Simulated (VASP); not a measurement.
# CuAu (P4/mmm) in VASP: settings compared, part 2 of 2

VASP 6.6.1. The steps go on from the part before.

## (3) Single point, PBEsol

The input, INCAR:

```
SYSTEM = CuAu
ALGO     = Normal         ! electronic algorithm
EDIFF    = 1E-6           ! SCF threshold, eV
ENCUT    = 520            ! plane-wave cutoff, eV
GGA      = PS             ! functional
ISIF     = 2              ! what is computed and relaxed
ISMEAR   = 0              ! smearing method
LASPH    = .TRUE.         ! aspherical terms in the spheres
LCHARG   = .FALSE.        ! write CHGCAR
LREAL    = .FALSE.        ! projectors in reciprocal space
LWAVE    = .FALSE.        ! write WAVECAR
NELM     = 60             ! most SCF steps
PREC     = Accurate       ! precision mode
SIGMA    = 0.1            ! smearing width, eV
```

The input, KPOINTS:

```
k-points
0
G
  14 14 12
  0 0 0
```

The input, POSCAR:

```
CuAu
1.0
    2.8507024000      0.0000000000      0.0000000000
    0.0000000000      2.8507024000      0.0000000000
    0.0000000000      0.0000000000      3.5816088600
Cu Au
1 1
Direct
    0.5000000000      0.5000000000      0.5000000000
    0.0000000000      0.0000000000      0.0000000000
```

Potentials or basis: VASP PAW PBE potentials, release 64 (Cu, Au).

Started as:

```console
> cat potpaw_PBE.64/Cu/POTCAR potpaw_PBE.64/Au/POTCAR > POTCAR
> mpirun -np 1 vasp_std > vasp.out
```

OUTCAR:

```text
SYSTEM = CuAu
   EDIFF = 1E-6
   ENCUT = 520
   GGA = PS
   ISIF = 2
   ISMEAR = 0
   LASPH = .TRUE.
   LREAL = .FALSE.
   NELM = 60
   PREC = Accurate

 ion  position               nearest neighbor table
   1  0.500  0.500  0.500-   2 2.70   2 2.70   2 2.70   2 2.70   2 2.70   2 2.70   2 2.70   2 2.70

   2  0.000  0.000  0.000-   1 2.70   1 2.70   1 2.70   1 2.70   1 2.70   1 2.70   1 2.70   1 2.70

  LATTYP: Found a simple tetragonal cell.
 ALAT       =     2.8507024000
 C/A-ratio  =     1.2563952168

  Lattice vectors:

 A1 = (   2.8507024000,   0.0000000000,   0.0000000000)
 A2 = (   0.0000000000,   2.8507024000,   0.0000000000)
 A3 = (   0.0000000000,   0.0000000000,   3.5816088600)

Analysis of symmetry for initial positions (statically):
=====================================================================
 Subroutine PRICEL returns:
 Original cell was already a primitive cell.

 Routine SETGRP: Setting up the symmetry group for a
 simple tetragonal supercell.

 Subroutine GETGRP returns: Found 16 space group operations
 (whereof 16 operations were pure point group operations)
 out of a pool of 16 trial point group operations.

The static configuration has the point symmetry D_4h.

Analysis of symmetry for dynamics (positions and initial velocities):
=====================================================================
 Subroutine PRICEL returns:
 Original cell was already a primitive cell.

 Routine SETGRP: Setting up the symmetry group for a
 simple tetragonal supercell.

 Subroutine GETGRP returns: Found 16 space group operations
 (whereof 16 operations were pure point group operations)
 out of a pool of 16 trial point group operations.

The dynamic configuration has the point symmetry D_4h.

 Subroutine INISYM returns: Found 16 space group operations
 (whereof 16 operations are pure point group operations),
 and found     1 'primitive' translations

----------------------------------------------------------------------------------------

                                     Primitive cell

  volume of cell :      29.1060
[... 116 lines left out ...]
   AEXX    =    0.0000 exact exchange contribution
   IVDW    =     0    specifies the selected vdW correction
   LEPSILON=     F    determine dielectric tensor
   LRPA    =     F    only Hartree local field effects (RPA)
 non-spin polarized calculation
 Gauss-broadening in eV      SIGMA  =   0.10
  energy-cutoff  :      520.00
  volume of cell :       29.11
 maximum number of plane-waves:       801
 NGX is ok and might be reduce to    24
   NGX = 11   NGY = 11   NGZ = 13

 number of electron      21.9999980 magnetization

 Free energy of the ion-electron system (eV)
  ---------------------------------------------------
  ext. energy  EPLUGINS =         0.00000000
  ---------------------------------------------------
  free energy    TOTEN  =        -8.35374047 eV

  energy without entropy =       -8.35157623  energy(sigma->0) =       -8.35265835

 E-fermi :   8.5281     XC(G=0): -12.8372

 val. band max:        8.5208952915   @ k =   0.3571   0.1429   0.5000
 cond. band min:       8.5450919551   @ k =   0.5000   0.1429   0.2500
 fundamental gap:      0.0241966636
 Fermi energy:         8.5280537573

 k-point     1 :       0.0000    0.0000    0.0000
  band No.  band energies     occupation
      1      -1.2677      2.00000
      2       2.0347      2.00000
      3       2.1575      2.00000
      4       4.4443      2.00000
      5       4.4443      2.00000
      6       5.4073      2.00000
      7       5.8078      2.00000
      8       6.4634      2.00000
      9       6.8572      2.00000
     10       7.0691      2.00000
     11       7.0691      2.00000
     12      11.2167      0.00000
     13      17.3297      0.00000
     14      17.9869      0.00000
[... 401 lines left out ...]
      2       3.0069      2.00000
      3       3.2621      2.00000
      4       3.6117      2.00000
      5       3.8899      2.00000
      6       4.9078      2.00000
      7       6.1385      2.00000
      8       6.2503      2.00000
      9       6.3425      2.00000
     10       6.7284      2.00000
     11       6.9944      2.00000
     12      11.0241      0.00000
     13      16.3647      0.00000
     14      17.1319      0.00000
     15      18.7768      0.00000

 [... further k-points ...]
[... 5 lines left out ...]
  --------------------------------------------------------------------------------------
  -------------------------------------------------------------------------------------
  Total       -0.6944186     -0.6944186     -0.7004267      0.0000000      0.0000000      0.0000000
  in kB      -38.2252216    -38.2252216    -38.5559448      0.0000000      0.0000000      0.0000000
  external PRESSURE =     -38.3354626 kB  Pullay stress =       0.0000000 kB

 VOLUME and BASIS-vectors are now :
 -----------------------------------------------------------------------------
  energy-cutoff  :      520.00
  volume of cell :       29.11
      direct lattice vectors                 reciprocal lattice vectors
     2.850702400  0.000000000  0.000000000     0.350790738  0.000000000  0.000000000
     0.000000000  2.850702400  0.000000000     0.000000000  0.350790738  0.000000000
     0.000000000  0.000000000  3.581608860     0.000000000  0.000000000  0.279204134

 POSITION                                       TOTAL-FORCE (eV/Angst)
 -----------------------------------------------------------------------------------
      1.42535      1.42535      1.79080         0.000000      0.000000      0.000000
      0.00000      0.00000      0.00000         0.000000      0.000000      0.000000
 -----------------------------------------------------------------------------------
    total drift:                                0.000000      0.000000     -0.000000

  FREE ENERGIE OF THE ION-ELECTRON SYSTEM (eV)
  ---------------------------------------------------
  free  energy   TOTEN  =        -8.3537404713 eV

  energy  without entropy=       -8.3515762332  energy(sigma->0) =       -8.35265835
```

OSZICAR:

```text
N       E                     dE             d eps       ncg     rms          rms(c)
DAV:   1     0.129866298328E+03    0.12987E+03   -0.11224E+04  7979   0.207E+03
DAV:   2    -0.478935076509E+01   -0.13466E+03   -0.12834E+03  7840   0.334E+02
DAV:   3    -0.951630306118E+01   -0.47270E+01   -0.46524E+01  9440   0.722E+01
DAV:   4    -0.956994517247E+01   -0.53642E-01   -0.53624E-01  8775   0.661E+00
DAV:   5    -0.957151438235E+01   -0.15692E-02   -0.15692E-02 11277   0.122E+00    0.123E+01
DAV:   6    -0.903628510327E+01    0.53523E+00   -0.11974E+01  7793   0.103E+02    0.603E+00
DAV:   7    -0.840421797172E+01    0.63207E+00   -0.39821E+00  9487   0.106E+02    0.559E+00
DAV:   8    -0.836435312334E+01    0.39865E-01   -0.25528E-01 10984   0.115E+01    0.284E+00
DAV:   9    -0.835466431637E+01    0.96888E-02   -0.43658E-02 11501   0.608E+00    0.221E-01
DAV:  10    -0.835377006572E+01    0.89425E-03   -0.77918E-03 11494   0.225E+00    0.982E-02
DAV:  11    -0.835375620204E+01    0.13864E-04   -0.48770E-04 10120   0.757E-01    0.427E-02
DAV:  12    -0.835374101711E+01    0.15185E-04   -0.75134E-05  9365   0.286E-01    0.887E-03
DAV:  13    -0.835374047128E+01    0.54584E-06   -0.27495E-06  7336   0.207E-02
   1 F= -.83537405E+01 E0= -.83526584E+01  d E =-.216424E-02
```

stdout:

```text
POSCAR found type information on POSCAR CuAu
 POSCAR found :  2 types and       2 ions
 scaLAPACK will be used
 -----------------------------------------------------------------------------
|                                                                             |
|                                                                             |
|     You enforced a specific xc type in the INCAR file but a different       |
|     I HOPE YOU KNOW WHAT YOU ARE DOING!                                     |
|                                                                             |
 -----------------------------------------------------------------------------

 LDA part: xc-table for (Slater+PW92), standard interpolation
 POSCAR, INCAR and KPOINTS ok, starting setup
 FFT: planning ... GRIDC
 FFT: planning ... GRID_SOFT
 FFT: planning ... GRID
 WAVECAR not read
 entering main loop
```

Wall time 41 s (1 thread of Intel Xeon Platinum 8488C (Sapphire Rapids), shared host); peak memory 0.24 GiB.

What came out:

* Free energy: -8.3537 eV
* Pressure: -3.8 GPa
* Band gap on the k mesh: none (metal or under the smearing width)

Caveat: the PAW data sets were made with another functional, which shifts forces and pressure a little.

## (4) Relaxation of cell and atoms, PBEsol

The input, INCAR:

```
SYSTEM = CuAu
ALGO     = Normal         ! electronic algorithm
EDIFF    = 1E-7           ! SCF threshold, eV
EDIFFG   = -0.005         ! ionic threshold
ENCUT    = 580            ! plane-wave cutoff, eV
GGA      = PS             ! functional
IBRION   = 2              ! ionic algorithm
ISIF     = 3              ! what is computed and relaxed
ISMEAR   = 0              ! smearing method
LASPH    = .TRUE.         ! aspherical terms in the spheres
LCHARG   = .FALSE.        ! write CHGCAR
LREAL    = .FALSE.        ! projectors in reciprocal space
LWAVE    = .FALSE.        ! write WAVECAR
NELM     = 60             ! most SCF steps
NSW      = 90             ! ionic steps
PREC     = Accurate       ! precision mode
SIGMA    = 0.1            ! smearing width, eV
```

KPOINTS is that of step 3.

POSCAR is that of step 3.

Started as:

```console
> cat potpaw_PBE.64/Cu/POTCAR potpaw_PBE.64/Au/POTCAR > POTCAR
> mpirun -np 1 vasp_std > vasp.out
```

Wall time 3.5 min (1 thread of Intel Xeon Platinum 8488C (Sapphire Rapids), shared host); peak memory 0.28 GiB.

The run converged. Its results:

```yaml
Free_energy: -8.3615 eV
Relaxed_volume: 14.23 Å³/atom
Relaxed_cell: a = 2.833 Å, b = 2.833 Å, c = 3.547 Å, α = 90.00°, β = 90.00°, γ = 90.00°
Space_group_after_relaxing_to_0.05_Å: P4/mmm (No. 123)
Energy_gained_by_relaxing: 3.9 meV/atom
Ionic_steps: 8
Pressure_after_relaxing: 0.0 GPa
Band_gap_on_the_k_mesh: none (metal or under the smearing width)
```

The path:
```tsv
step	energy change (eV)	largest force (eV/Å)	pressure (GPa)	volume (Å³)
1	0.0000	0.0000	-3.65	29.11
2	0.0026	0.0000	4.67	27.73
3	-0.0077	0.0000	-0.05	28.45
4	-0.0077	0.0000	0.08	28.44
5	-0.0077	0.0000	-0.09	28.47
6	-0.0077	0.0000	-0.05	28.46
7	-0.0077	0.0000	-0.05	28.46
8	-0.0077	0.0000	0.01	28.46
```

Final structure:
```cif
data_structure
_symmetry_space_group_name_H-M 'P 1'
_symmetry_Int_Tables_number 1
_cell_length_a 2.8325
_cell_length_b 2.8325
_cell_length_c 3.5471
_cell_angle_alpha 90.000
_cell_angle_beta 90.000
_cell_angle_gamma 90.000
_cell_volume 28.46
loop_
_atom_site_label
_atom_site_type_symbol
_atom_site_fract_x
_atom_site_fract_y
_atom_site_fract_z
_atom_site_occupancy
Cu1 Cu 0.50000 0.50000 0.50000 1
Au1 Au 0.00000 0.00000 0.00000 1
```

Levels at points of the mesh, in eV from the Fermi level:
```csv
k point,band 7,band 8,band 9,band 10,band 11,band 12,band 13,band 14,band 15
"(0.00, 0.00, 0.00)",-2.79,-2.11,-1.70,-1.48,-1.48,2.71,9.08,9.50,9.50
"(0.50, 0.00, 0.00)",-3.07,-3.06,-2.51,-2.30,-1.01,-0.34,10.06,10.11,11.92
"(0.50, 0.50, 0.00)",-1.76,-1.74,-1.34,-1.34,0.30,0.30,4.84,6.76,10.50
"(0.00, 0.00, 0.50)",-3.28,-2.85,-2.45,-2.45,-2.31,-2.09,14.10,14.44,14.44
"(0.50, 0.00, 0.50)",-1.95,-1.81,-1.56,-1.50,-1.15,-1.15,2.71,4.66,15.62
"(0.50, 0.50, 0.50)",-3.09,-2.17,-1.77,-1.73,5.22,5.52,5.52,5.96,6.72
```

Caveat: the PAW data sets were made with another functional, which shifts forces and pressure a little. Spin-orbit coupling is left out, which matters for the levels of Au.

## (5) Relaxation of cell and atoms, RPBE

Edit INCAR of step 4 so:

```diff
@@ -4,4 +4,4 @@
 EDIFFG   = -0.005         ! ionic threshold
-ENCUT    = 580            ! plane-wave cutoff, eV
-GGA      = PS             ! functional
+ENCUT    = 600            ! plane-wave cutoff, eV
+GGA      = RP             ! functional
 IBRION   = 2              ! ionic algorithm
```

KPOINTS is that of step 4.

POSCAR is that of step 4.

Potentials or basis: VASP PAW PBE potentials, release 64 (Cu, Au).

Started as:

```console
> cat potpaw_PBE.64/Cu/POTCAR potpaw_PBE.64/Au/POTCAR > POTCAR
> mpirun -np 1 vasp_std > vasp.out
```

OUTCAR:

```text
SYSTEM = CuAu
   EDIFF = 1E-7
   EDIFFG = -0.005
   ENCUT = 600
   GGA = RP
   IBRION = 2
   ISIF = 3
   ISMEAR = 0
   LASPH = .TRUE.
   LREAL = .FALSE.
   NELM = 60
   NSW = 90
   PREC = Accurate

 ion  position               nearest neighbor table
   1  0.500  0.500  0.500-   2 2.70   2 2.70   2 2.70   2 2.70   2 2.70   2 2.70   2 2.70   2 2.70

   2  0.000  0.000  0.000-   1 2.70   1 2.70   1 2.70   1 2.70   1 2.70   1 2.70   1 2.70   1 2.70

  LATTYP: Found a simple tetragonal cell.
 ALAT       =     2.8507024000
 C/A-ratio  =     1.2563952168

  Lattice vectors:

 A1 = (   2.8507024000,   0.0000000000,   0.0000000000)
 A2 = (   0.0000000000,   2.8507024000,   0.0000000000)
 A3 = (   0.0000000000,   0.0000000000,   3.5816088600)

Analysis of symmetry for initial positions (statically):
=====================================================================
 Subroutine PRICEL returns:
 Original cell was already a primitive cell.

 Routine SETGRP: Setting up the symmetry group for a
 simple tetragonal supercell.

 Subroutine GETGRP returns: Found 16 space group operations
 (whereof 16 operations were pure point group operations)
 out of a pool of 16 trial point group operations.

The static configuration has the point symmetry D_4h.

Analysis of symmetry for dynamics (positions and initial velocities):
=====================================================================
 Subroutine PRICEL returns:
[... 341 lines left out ...]

 number of electron      21.9999993 magnetization

 Free energy of the ion-electron system (eV)
  ---------------------------------------------------
  ext. energy  EPLUGINS =         0.00000000
  ---------------------------------------------------
  free energy    TOTEN  =        -6.01732415 eV

  energy without entropy =       -6.01522680  energy(sigma->0) =       -6.01627548

 E-fermi :   7.9727     XC(G=0): -12.1915

 val. band max:        7.9686060959   @ k =   0.5000   0.2143   0.1667
 cond. band min:       7.9786411010   @ k =   0.2143   0.0000   0.3333
 fundamental gap:      0.0100350051
 Fermi energy:         7.9726992077

 k-point     1 :       0.0000    0.0000    0.0000
  band No.  band energies     occupation
      1      -1.1915      2.00000
      2       1.9390      2.00000
      3       2.0516      2.00000
      4       4.0855      2.00000
      5       4.0855      2.00000
      6       4.9097      2.00000
      7       5.4422      2.00000
      8       5.9985      2.00000
      9       6.3430      2.00000
     10       6.5272      2.00000
     11       6.5272      2.00000
     12      10.9139      0.00000
     13      16.3996      0.00000
     14      17.1505      0.00000
[... 401 lines left out ...]
      2       2.8077      2.00000
      3       3.0482      2.00000
      4       3.3513      2.00000
      5       3.6140      2.00000
      6       4.5428      2.00000
      7       5.7123      2.00000
      8       5.8231      2.00000
      9       5.9003      2.00000
     10       6.2219      2.00000
     11       6.4686      2.00000
     12      10.3127      0.00000
     13      15.4441      0.00000
     14      16.4021      0.00000
     15      17.9945      0.00000

 [... further k-points ...]
[... 5 lines left out ...]
  --------------------------------------------------------------------------------------
  -------------------------------------------------------------------------------------
  Total        0.0003210      0.0003210     -0.0027261      0.0000000      0.0000000      0.0000000
  in kB        0.0166052      0.0166052     -0.1410070      0.0000000      0.0000000      0.0000000
  external PRESSURE =      -0.0359322 kB  Pullay stress =       0.0000000 kB
[... 17 lines left out ...]
  FREE ENERGIE OF THE ION-ELECTRON SYSTEM (eV)
  ---------------------------------------------------
  free  energy   TOTEN  =        -6.0173241532 eV

  energy  without entropy=       -6.0152267975  energy(sigma->0) =       -6.01627548

 reached required accuracy - stopping structural energy minimisation
```

OSZICAR:

```text
N       E                     dE             d eps       ncg     rms          rms(c)
DAV:   1     0.140568149954E+03    0.14057E+03   -0.12292E+04  7971   0.232E+03
DAV:   2    -0.153304937319E+01   -0.14210E+03   -0.13561E+03  7763   0.357E+02
DAV:   3    -0.675458446774E+01   -0.52215E+01   -0.51350E+01  9475   0.782E+01
[... 184 lines left out ...]
DAV:   3    -0.601734780142E+01    0.18273E-03   -0.14691E-03  8023   0.143E+00    0.559E-02
DAV:   4    -0.601732831885E+01    0.19483E-04   -0.68074E-05 10651   0.250E-01    0.303E-02
DAV:   5    -0.601732476174E+01    0.35571E-05   -0.17327E-05 11251   0.123E-01    0.731E-03
DAV:   6    -0.601732416871E+01    0.59303E-06   -0.30415E-06 11511   0.431E-02    0.133E-03
DAV:   7    -0.601732415320E+01    0.15515E-07   -0.65914E-08  4117   0.279E-03
  23 F= -.60173242E+01 E0= -.60162755E+01  d E =-.208824E-05
```

It took 9 min on 1 thread of Intel Xeon Platinum 8488C (Sapphire Rapids), shared host; peak memory 0.31 GiB.

Results:

```
Free energy                            : -6.0173 eV
Relaxed volume                         : 15.49 Å³/atom
Relaxed cell                           : a = 2.920 Å, b = 2.920 Å, c = 3.633 Å, α = 90.00°, β = 90.00°, γ = 90.00°
Space group after relaxing (to 0.05 Å) : P4/mmm (No. 123)
Energy gained by relaxing              : 24.9 meV/atom
Ionic steps                            : 23
Pressure after relaxing                : 0.0 GPa
Band gap on the k mesh                 : none (metal or under the smearing width)
```

Step by step:
| step | energy change (eV) | largest force (eV/Å) | pressure (GPa) | volume (Å³) |
| --- | --- | --- | --- | --- |
| 1 | 0.0000 | 0.0000 | 9.14 | 29.11 |
| 2 | -0.0156 | 0.0000 | -5.80 | 32.75 |
| 3 | -0.0498 | 0.0000 | -0.16 | 30.99 |
| 4 | -0.0498 | 0.0000 | 0.11 | 30.95 |
| 5 | -0.0498 | 0.0000 | 0.11 | 30.95 |
| 6 | -0.0498 | 0.0000 | 0.17 | 30.95 |
| 7 | -0.0498 | 0.0000 | 0.05 | 30.97 |
| 8 | -0.0499 | 0.0000 | 0.02 | 30.98 |
| 9 | -0.0498 | 0.0000 | -0.08 | 31.00 |
| 10 | -0.0499 | 0.0000 | -0.01 | 30.99 |
| 11 | -0.0499 | 0.0000 | -0.04 | 30.99 |
| 12 | -0.0499 | 0.0000 | -0.05 | 30.99 |
| 13 | -0.0499 | 0.0000 | -0.01 | 30.98 |
| 14 | -0.0499 | 0.0000 | -0.02 | 30.98 |
| 15 | -0.0499 | 0.0000 | 0.02 | 30.98 |
| 16 | -0.0499 | 0.0000 | 0.01 | 30.97 |
| 17 | -0.0499 | 0.0000 | 0.04 | 30.97 |
| 18 | -0.0499 | 0.0000 | -0.02 | 30.97 |
| 19 | -0.0499 | 0.0000 | 0.03 | 30.97 |
| 20 | -0.0499 | 0.0000 | 0.05 | 30.97 |
| 21 | -0.0499 | 0.0000 | 0.06 | 30.96 |
| 22 | -0.0499 | 0.0000 | -0.11 | 31.01 |
| 23 | -0.0499 | 0.0000 | 0.00 | 30.97 |

Final structure:
```xyz
2
Lattice="2.9201 0.0000 0.0000 0.0000 2.9201 0.0000 0.0000 0.0000 3.6326" Properties=species:S:1:pos:R:3 pbc="T T T"
Cu    1.4600    1.4600    1.8163
Au    2.9201    0.0000    3.6326
```

Caveat: the PAW data sets were made with another functional, which shifts forces and pressure a little. The run has no spin-orbit coupling, so splittings on Au are missing.

## (6) Summary

```tsv
task	level	cell	k mesh	cutoff (eV)	mesh quality	gap on the mesh (eV)	pressure (GPa)	relaxed volume (Å³/atom)
relaxation of cell and atoms	PBEsol	relaxed	6 × 6 × 4	600	coarse	none	0.1	14.15
single point	PBEsol	as given	14 × 14 × 12	520	not flagged	none	-3.8	-
relaxation of cell and atoms	PBEsol	relaxed	14 × 14 × 12	580	not flagged	none	0.0	14.23
relaxation of cell and atoms	RPBE	relaxed	14 × 14 × 12	600	not flagged	none	0.0	15.49
```

Alike in all rows: potentials or basis VASP PAW PBE potentials, release 64 (Cu, Au); no spin polarisation; smearing gaussian 0.1 eV.

Caveats: some runs use coarse meshes; the PAW data sets were made with another functional, which shifts forces and pressure a little.

Total energies depend on the potentials used, so only differences within one code and one set of settings carry meaning.
